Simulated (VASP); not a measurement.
# AlN (P6_3mc) in VASP: notebook

Aim: see how the results for AlN move with the level of theory and the settings. Levels: r2SCAN, PBE0, PBE. Tasks: band structure.

Program: VASP 6.6.1. These are calculated values, not measurements. Logs are shortened: lines on timing, memory, paths and dates and some standing lists are left out, and cuts for length are marked.

**Measured values to compare with.**

From “Structural and optical properties of self-assembled AlN nanowires grown on SiO2/Si substrates by molecular beam epitaxy”, 2024, arxiv:2402.00216, for a bulk crystal of AlN at 0 K: band gap 6.0343 eV (an exciton energy, a little under the gap).

From “Self-assembly of well-separated AlN nanowires directly on sputtered metallic TiN films”, 2019, arxiv:1910.07391, for a bulk crystal of AlN at 10 K: band gap 6.034 eV (an exciton energy, a little under the gap).

The runs below are set against these values where they give the same quantity.

**1. The structure**

The structure is hexagonal, space group P6_3mc (No. 186). The conventional cell has a = 3.128 Å, b = 3.128 Å, c = 5.016 Å, α = 90.00°, β = 90.00°, γ = 120.00°. Al (site symmetry 3m) is surrounded by 4 N at 1.90 to 1.91 Å. N (site symmetry 3m) is surrounded by 4 Al at 1.90 to 1.91 Å.

The cell is a database's computed one.

**2. Band structure, r2SCAN**

Contents of INCAR:

```
ALGO = Normal ; EDIFF = 1E-6
ENCUT = 450 ; ISIF = 2
ISMEAR = 0 ; KPAR = 4
LASPH = True ; LCHARG = False
LMIXTAU = True ; LREAL = False
LWAVE = False ; METAGGA = R2SCAN
NELM = 120 ; PREC = Accurate
SIGMA = 0.02
```

Contents of KPOINTS:

```
k-points
0
Gamma
  12 12 8
```

Contents of POSCAR:

```
AlN                                     
1.0
    3.1278342208      0.0000000000      0.0000000000
   -1.5639171604      2.7087839215      0.0000000000
    0.0000000000      0.0000000000      5.0156648444
  Al              N             
     2     2
Direct
     0.6666666699999979    0.3333333300000021    0.4992676207630851
     0.3333333300000021    0.6666666699999979    0.9992676207630851
     0.6666666699999979    0.3333333300000021    0.8807323792369175
     0.3333333300000021    0.6666666699999979    0.3807323792369175
```

Contents of KPOINTS_OPT:

```
path GMKGALHA,LM,KH
20
line-mode
reciprocal
 0.0000000000  0.0000000000  0.0000000000  G
 0.5000000000  0.0000000000  0.0000000000  M

 0.5000000000  0.0000000000  0.0000000000  M
 0.3333333333  0.3333333333  0.0000000000  K

 0.3333333333  0.3333333333  0.0000000000  K
 0.0000000000  0.0000000000  0.0000000000  G

 0.0000000000  0.0000000000  0.0000000000  G
 0.0000000000  0.0000000000  0.5000000000  A

 0.0000000000  0.0000000000  0.5000000000  A
 0.5000000000  0.0000000000  0.5000000000  L

 0.5000000000  0.0000000000  0.5000000000  L
 0.3333333333  0.3333333333  0.5000000000  H

 0.3333333333  0.3333333333  0.5000000000  H
 0.0000000000  0.0000000000  0.5000000000  A

 0.5000000000  0.0000000000  0.5000000000  L
 0.5000000000  0.0000000000  0.0000000000  M

 0.3333333333  0.3333333333  0.0000000000  K
 0.3333333333  0.3333333333  0.5000000000  H
```

Potentials or basis: VASP PAW PBE potentials, release 64 (Al, N).

Command:

```sh
$ cat potpaw_PBE.64/Al/POTCAR potpaw_PBE.64/N/POTCAR > POTCAR
$ mpirun -np 4 vasp_std > vasp.out
```

OUTCAR:

```text
EDIFF = 1E-6
   ENCUT = 450
   ISIF = 2
   ISMEAR = 0
   LASPH = True
   LREAL = False
   METAGGA = R2SCAN
   NELM = 120
   PREC = Accurate

 ion  position               nearest neighbor table
   1  0.667  0.333  0.499-   4 1.90   4 1.90   4 1.90   3 1.91   2 3.09   2 3.09   2 3.09   2 3.09
                             2 3.09   2 3.09
   2  0.333  0.667  0.999-   3 1.90   3 1.90   3 1.90   4 1.91   1 3.09   1 3.09   1 3.09   1 3.09
                             1 3.09   1 3.09
   3  0.667  0.333  0.881-   2 1.90   2 1.90   2 1.90   1 1.91
   4  0.333  0.667  0.381-   1 1.90   1 1.90   1 1.90   2 1.91

  LATTYP: Found a hexagonal cell.
 ALAT       =     3.1278342208
 C/A-ratio  =     1.6035584019

  Lattice vectors:

 A1 = (   3.1278342208,   0.0000000000,   0.0000000000)
 A2 = (  -1.5639171604,   2.7087839215,   0.0000000000)
 A3 = (   0.0000000000,   0.0000000000,   5.0156648444)

Analysis of symmetry for initial positions (statically):
=====================================================================
 Subroutine PRICEL returns:
 Original cell was already a primitive cell.

 Routine SETGRP: Setting up the symmetry group for a
 hexagonal supercell.

 Subroutine GETGRP returns: Found 12 space group operations
 (whereof  6 operations were pure point group operations)
 out of a pool of 24 trial point group operations.

The static configuration has the point symmetry C_3v.
 The point group associated with its full space group is C_6v.

Analysis of symmetry for dynamics (positions and initial velocities):
=====================================================================
 Subroutine PRICEL returns:
 Original cell was already a primitive cell.

 Routine SETGRP: Setting up the symmetry group for a
 hexagonal supercell.

 Subroutine GETGRP returns: Found 12 space group operations
 (whereof  6 operations were pure point group operations)
 out of a pool of 24 trial point group operations.

The dynamic configuration has the point symmetry C_3v.
 The point group associated with its full space group is C_6v.

 Subroutine INISYM returns: Found 12 space group operations
 (whereof  6 operations are pure point group operations),
 and found     1 'primitive' translations

----------------------------------------------------------------------------------------

                                     Primitive cell

  volume of cell :      42.4959

  direct lattice vectors                    reciprocal lattice vectors
     3.127834221  0.000000000  0.000000000     0.319710039  0.184584681  0.000000000
    -1.563917160  2.708783921  0.000000000     0.000000000  0.369169350  0.000000000
     0.000000000  0.000000000  5.015664844     0.000000000  0.000000000  0.199375363

  length of vectors
     3.127834221  3.127834270  5.015664844     0.369169356  0.369169350  0.199375363

  position of ions in fractional coordinates (direct lattice)
     0.666666670  0.333333330  0.499267621
     0.333333330  0.666666670  0.999267621
     0.666666670  0.333333330  0.880732379
     0.333333330  0.666666670  0.380732379

  ion indices of the primitive-cell ions
   primitive index   ion index
                 1           1
                 2           2
                 3           3
                 4           4

----------------------------------------------------------------------------------------

 KPOINTS: k-points

Automatic generation of k-mesh.
 Grid dimensions read from file:
 generate k-points for:   12   12    8

 Generating k-lattice:

  Cartesian coordinates                     Fractional coordinates (reciprocal lattice)
     0.026642503  0.015382057  0.000000000     0.083333333  0.000000000  0.000000000
     0.000000000  0.030764113  0.000000000     0.000000000  0.083333333  0.000000000
     0.000000000  0.000000000  0.024921920     0.000000000  0.000000000  0.125000000

  Length of vectors
     0.030764113  0.030764113  0.024921920

  Shift w.r.t. Gamma in fractional coordinates (k-lattice)
     0.000000000  0.000000000  0.000000000

 Subroutine IBZKPT returns following result:
 ===========================================

 Found     95 irreducible k-points:

 Following reciprocal coordinates:
            Coordinates               Weight
  0.000000  0.000000  0.000000      1.000000
  0.083333  0.000000  0.000000      6.000000
  0.166667 -0.000000  0.000000      6.000000
  0.250000  0.000000  0.000000      6.000000
  0.333333 -0.000000  0.000000      6.000000
  0.416667  0.000000  0.000000      6.000000
[... 16 lines left out ...]
  0.250000  0.000000  0.125000     12.000000
  0.333333 -0.000000  0.125000     12.000000
 [... further k-points ...]
   k-points           NKPTS =     95   k-points in BZ     NKDIM =     95   number of bands    NBANDS=     12
   number of dos      NEDOS =    301   number of ions     NIONS =      4
   total plane-waves  NPLWV =  20736
   dimension x,y,z NGX =    24 NGY =   24 NGZ =   36
   dimension x,y,z NGXF=    48 NGYF=   48 NGZF=   72
   ions per type =               2   2
   NGX,Y,Z   is equivalent  to a cutoff of  12.76, 12.76, 11.93 a.u.
   NGXF,Y,Z  is equivalent  to a cutoff of  25.51, 25.51, 23.86 a.u.
 SYSTEM =  unknown system
   PREC   = accura    normal or accurate (medium, high low for compatibility)
   ISTART =      0    job   : 0-new  1-cont  2-samecut
   ICHARG =      2    charge: 1-file 2-atom 10-const
   ISPIN  =      1    spin polarized calculation?
   LNONCOLLINEAR =      F non collinear calculations
   LSORBIT =      F    spin-orbit coupling
   LASPH  =      T    aspherical Exc in radial PAW
   ENCUT  =  450.0 eV  33.07 Ry    5.75 a.u.   5.41  5.41  8.68*2*pi/ulx,y,z
   NELM   =    120;   NELMIN=  2; NELMDL= -5     # of ELM steps
   EDIFF  = 0.1E-05   stopping-criterion for ELM
   LREAL  =      F    real-space projection
   EDIFFG = 0.1E-04   stopping-criterion for IOM
   NSW    =      0    number of steps for IOM
   IBRION =     -1    ionic relax: 0-MD 1-quasi-New 2-CG
   NFREE  =      0    steps in history (QN), initial steepest desc. (CG)
   ISIF   =      2    stress and relaxation
   ISYM   =      2    0-nonsym 1-usesym 2-fastsym
   POTIM  = 0.5000    time-step for ionic-motion
   TEBEG  =    0.0;   TEEND  =   0.0 temperature during run
   PSTRESS=    0.0 pullay stress
   NELECT =      16.0000    total number of electrons
   NUPDOWN=      -1.0000    fix difference up-down
   EMIN   =  10.00;   EMAX   =-10.00  energy-range for DOS
   EFERMI =   0.00;   METHOD = LEGACY
   ISMEAR =     0;   SIGMA  =   0.02  broadening in eV -4-tet -1-fermi 0-gaus
   EFERMI_NEDOS =   21; number of points for ismear=-14 and -15
   IALGO  =     38    algorithm
   IMIX   =      4    mixing-type and parameters
     AMIX     =   0.40;   BMIX     =  1.00
     AMIX_MAG =   1.60;   BMIX_MAG =  1.00
  volume/ion in A,a.u.               =      10.62        71.69
  Fermi-wavevector in a.u.,A,eV,Ry     =   1.182132  2.233905 19.013271  1.397436
  Thomas-Fermi vector in A             =   2.318392
   LORBIT       =      0    0 simple, 1 ext, 2 COOP (PROOUT), +10 PAW based schemes
   METAGGA = R2SCAN    functional components
   LHFCALC =     F    Hartree Fock is set to
   AEXX    =    0.0000 exact exchange contribution
   IVDW    =     0    specifies the selected vdW correction
   LEPSILON=     F    determine dielectric tensor
   LRPA    =     F    only Hartree local field effects (RPA)
 non-spin polarized calculation
 Gauss-broadening in eV      SIGMA  =   0.02
  energy-cutoff  :      450.00
  volume of cell :       42.50
 maximum number of plane-waves:       954
 NGX is ok and might be reduce to    24
   NGX = 11   NGY = 11   NGZ = 17

 number of electron      15.9999995 magnetization

 Free energy of the ion-electron system (eV)
  ---------------------------------------------------
  ext. energy  EPLUGINS =         0.00000000
  ---------------------------------------------------
  free energy    TOTEN  =       -38.43496580 eV

  energy without entropy =      -38.43496580  energy(sigma->0) =      -38.43496580

 E-fermi :   5.8826     XC(G=0): -11.3219

 val. band max:        5.7157469808   @ k =   0.0000   0.0000   0.0000
 cond. band min:      10.4456141794   @ k =   0.0000   0.0000   0.0000
 fundamental gap:      4.7298671985
 Fermi energy:         5.8825928558

 k-point     1 :       0.0000    0.0000    0.0000
  band No.  band energies     occupation
      1     -10.1359      2.00000
      2      -8.0809      2.00000
      3      -0.2575      2.00000
      4       4.8489      2.00000
      5       4.8489      2.00000
      6       5.5049      2.00000
      7       5.5049      2.00000
      8       5.7157      2.00000
      9      10.4456      0.00000
     10      13.0751      0.00000
     11      17.1632      0.00000
     12      17.6148      0.00000

 k-point     2 :       0.0833    0.0000    0.0000
  band No.  band energies     occupation
      1     -10.0489      2.00000
      2      -8.0321      2.00000
      3      -0.1514      2.00000
      4       4.4446      2.00000
      5       4.7322      2.00000
      6       5.0981      2.00000
      7       5.4901      2.00000
      8       5.6777      2.00000
      9      10.8648      0.00000
     10      13.4491      0.00000
     11      16.7579      0.00000
     12      17.0116      0.00000

 k-point     3 :       0.1667   -0.0000    0.0000
  band No.  band energies     occupation
      1      -9.7958      2.00000
      2      -7.8995      2.00000
      3       0.1612      2.00000
      4       3.4478      2.00000
      5       4.2230      2.00000
      6       4.4571      2.00000
      7       5.4224      2.00000
      8       5.5456      2.00000
      9      11.7448      0.00000
     10      14.1570      0.00000
     11      15.6288      0.00000
     12      16.2493      0.00000
[... 286 lines left out ...]
 k-point    23 :       0.2500    0.0000    0.1250
  band No.  band energies     occupation
      1      -9.3524      2.00000
      2      -7.8069      2.00000
      3       0.7378      2.00000
      4       2.3766      2.00000
      5       3.1390      2.00000
      6       4.1784      2.00000
      7       5.2467      2.00000
      8       5.2477      2.00000
      9      12.4239      0.00000
     10      13.9692      0.00000
     11      14.6625      0.00000
     12      16.5676      0.00000

 k-point    24 :       0.3333   -0.0000    0.1250
  band No.  band energies     occupation
      1      -8.8837      2.00000
      2      -7.6401      2.00000
      3       0.9038      2.00000
      4       1.7161      2.00000
      5       2.3364      2.00000
      6       3.9050      2.00000
      7       4.9076      2.00000
      8       5.1013      2.00000
      9      12.3364      0.00000
     10      13.0431      0.00000
     11      14.7217      0.00000
     12      16.7508      0.00000

 [... further k-points ...]

------------------------ aborting loop because EDIFF is reached ----------------------------------------

  FORCE on cell =-STRESS in cart. coord.  units (eV):
  Direction    XX          YY          ZZ          XY          YZ          ZX
  --------------------------------------------------------------------------------------
  -------------------------------------------------------------------------------------
  Total       -1.5600607     -1.5600607     -1.5269037      0.0000000      0.0000000      0.0000000
  in kB      -58.8173524    -58.8173536    -57.5672702      0.0000011      0.0000000      0.0000000
  external PRESSURE =     -58.4006588 kB  Pullay stress =       0.0000000 kB

 VOLUME and BASIS-vectors are now :
 -----------------------------------------------------------------------------
  energy-cutoff  :      450.00
  volume of cell :       42.50
      direct lattice vectors                 reciprocal lattice vectors
     3.127834221  0.000000000  0.000000000     0.319710039  0.184584681  0.000000000
    -1.563917160  2.708783921  0.000000000     0.000000000  0.369169350  0.000000000
     0.000000000  0.000000000  5.015664844     0.000000000  0.000000000  0.199375363

 POSITION                                       TOTAL-FORCE (eV/Angst)
 -----------------------------------------------------------------------------------
      1.56392      0.90293      2.50416        -0.000000      0.000000      0.005649
     -0.00000      1.80586      5.01199         0.000000     -0.000000      0.005649
      1.56392      0.90293      4.41746        -0.000000     -0.000000     -0.005649
     -0.00000      1.80586      1.90963         0.000000      0.000000     -0.005649
 -----------------------------------------------------------------------------------
    total drift:                               -0.000009      0.000005     -0.019648

  FREE ENERGIE OF THE ION-ELECTRON SYSTEM (eV)
  ---------------------------------------------------
  free  energy   TOTEN  =       -38.4349658015 eV

  energy  without entropy=      -38.4349658015  energy(sigma->0) =      -38.43496580
```

It took 2.1 min on 4 MPI ranks of Intel Xeon Platinum 8375C at 2.90GHz (Ice Lake), shared host; peak memory 0.18 GiB.

Results:

```yaml
Free_energy: -38.4350 eV
Largest_force: 0.006 eV/Å
Band_gap_on_the_k_mesh: 4.73 eV, direct
Band_gap_along_the_path: 4.73 eV, direct
```

Forces in eV/Å, atoms in the order of the input:
```
Al   0.000  0.000  0.006
Al   0.000  0.000  0.006
N    0.000  0.000 -0.006
N    0.000  0.000 -0.006
```

Levels at the corners of the path, in eV from the valence-band top:
```
point  band 4  band 5  band 6  band 7  band 8  band 9  band 10  band 11  band 12
    Γ   -0.87   -0.87   -0.21   -0.21    0.00    4.73     7.36    11.45    11.90
    M   -4.17   -3.33   -2.10   -1.74   -0.70    6.40     6.49     8.87    11.11
    M   -4.17   -3.33   -2.10   -1.74   -0.70    6.40     6.49     8.87    11.11
    K   -3.76   -3.76   -2.47   -2.37   -2.37    5.67     9.07    10.45    10.45
    K   -3.76   -3.76   -2.47   -2.37   -2.37    5.67     9.07    10.45    10.45
    Γ   -0.87   -0.87   -0.21   -0.21    0.00    4.73     7.36    11.45    11.90
    Γ   -0.87   -0.87   -0.21   -0.21    0.00    4.73     7.36    11.45    11.90
    A   -3.34   -0.55   -0.55   -0.55   -0.55    7.08     7.08    11.14    11.14
    A   -3.34   -0.55   -0.55   -0.55   -0.55    7.08     7.08    11.14    11.14
    L   -5.58   -1.47   -1.47   -1.37   -1.37    5.93     5.93    10.02    10.02
    L   -5.58   -1.47   -1.47   -1.37   -1.37    5.93     5.93    10.02    10.02
    H   -4.81   -3.84   -3.84   -0.80   -0.80    8.08     8.08     8.51     8.51
    H   -4.81   -3.84   -3.84   -0.80   -0.80    8.08     8.08     8.51     8.51
    A   -3.34   -0.55   -0.55   -0.55   -0.55    7.08     7.08    11.14    11.14
    L   -5.58   -1.47   -1.47   -1.37   -1.37    5.93     5.93    10.02    10.02
    M   -4.17   -3.33   -2.10   -1.74   -0.70    6.40     6.49     8.87    11.11
    K   -3.76   -3.76   -2.47   -2.37   -2.37    5.67     9.07    10.45    10.45
    H   -4.81   -3.84   -3.84   -0.80   -0.80    8.08     8.08     8.51     8.51
```

Caveat: the cutoff is under 1.25 times the usual one of these potentials, so pressure, stress and relaxed cells hold a basis-set (Pulay) error; the PAW data sets were made with another functional, which shifts forces and pressure a little.

(Continued in part 2 of 3.)
